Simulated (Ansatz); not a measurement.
Structure: fluorite MgI2, at its r2SCAN minimum. The symmetry is Fm-3m (No. 225, cubic); a = 7.511 Å in the conventional setting, 35.32 Å³ an atom. Around Mg lie 8 I at 3.25 Å; around I lie 4 Mg at 3.25 Å.

```cif
data_structure
_symmetry_space_group_name_H-M 'Fm-3m'
_symmetry_Int_Tables_number 225
_cell_length_a 7.5114
_cell_length_b 7.5114
_cell_length_c 7.5114
_cell_angle_alpha 90.000
_cell_angle_beta 90.000
_cell_angle_gamma 90.000
_cell_volume 423.81
loop_
_atom_site_label
_atom_site_type_symbol
_atom_site_symmetry_multiplicity
_atom_site_Wyckoff_symbol
_atom_site_fract_x
_atom_site_fract_y
_atom_site_fract_z
_atom_site_occupancy
Mg1 Mg 4 a 0.00000 0.00000 0.00000 1
I1 I 8 c 0.25000 0.75000 0.75000 1
```

The questions ask for values computed with the PAW code Ansatz on this geometry. The cell comes from a prototype generator: it can be a known phase or a hypothetical one. Spin polarisation is off.

Given (6×6×6 mesh): The PBE gap is indirect, 0.61 eV (X to Γ), below the direct gap of 1.08 eV at X.

Task: How does the gap change from PBE to LDA (6×6×6)?

Result: The LDA gap is indirect, 0.43 eV (X to Γ), below the direct gap of 0.94 eV at X. The gap differs by -0.18 eV from PBE's.

Task: How does the gap change from PBE to r2SCANh (4×4×4)?

Result: The r2SCANh gap is indirect, 1.82 eV (X to Γ), below the direct gap of 2.04 eV at X. The gap differs by +1.21 eV from PBE's.

Task: How does the gap change from PBE to PBE0 (4×4×4)?

Result: The PBE0 gap is indirect, 2.08 eV (X to Γ), below the direct gap of 2.51 eV at X. The gap differs by +1.47 eV from PBE's.

Task: What does G0W0@PBE with 785 empty bands, a screening cutoff of 220 eV and a 4×4×4 mesh give?

Result: 1.78 eV (PBE's gap over the path plus the quasiparticle shift read on the mesh). G0W0 moves the gap on the mesh from 0.61 eV (PBE) to 1.78 eV (X to Γ). Renormalisation factors Z lie between 0.71 and 0.78. G0W0 here is at a finite number of bands, screening cutoff and k mesh, not at the basis limit.

Task: Roughly how does the cost of the HSE06 run (4×4×4) compare with r2SCAN's (6×6×6)?

Result: About 13 times as much (90 core-seconds against 7 core-seconds, on 2 threads of Arm Neoverse V2 (shared host)).

Task: How strongly does the crystal screen a field with clamped ions (r2SCAN)?

Result: The clamped-ion dielectric constant comes out as 4.67 in all directions. Born charges, averaged over directions: Mg +2.90, I -1.45 e.

Task: Relaxed again with PBEsol, is the cell stable at the zone centre, and where do its optical modes lie?

Result: The zone-centre optical frequencies run from 42 to 84 cm⁻¹, none imaginary (the rest of the zone wasn't tested). With the long-range field the highest mode reaches 188 cm⁻¹. By the program's warning the force constants, and with them frequencies and ε⁰, aren't converged on this mesh.

No spin-orbit coupling is included; it can move band edges with weight on the heavy atoms by tenths of an eV.

The meshes of the hybrids are coarse, so their gaps aren't converged to the digits shown.

Run but not listed, since they were read on a mesh alone, on too coarse a mesh, or into states of the vacuum: LC-ωPBE.
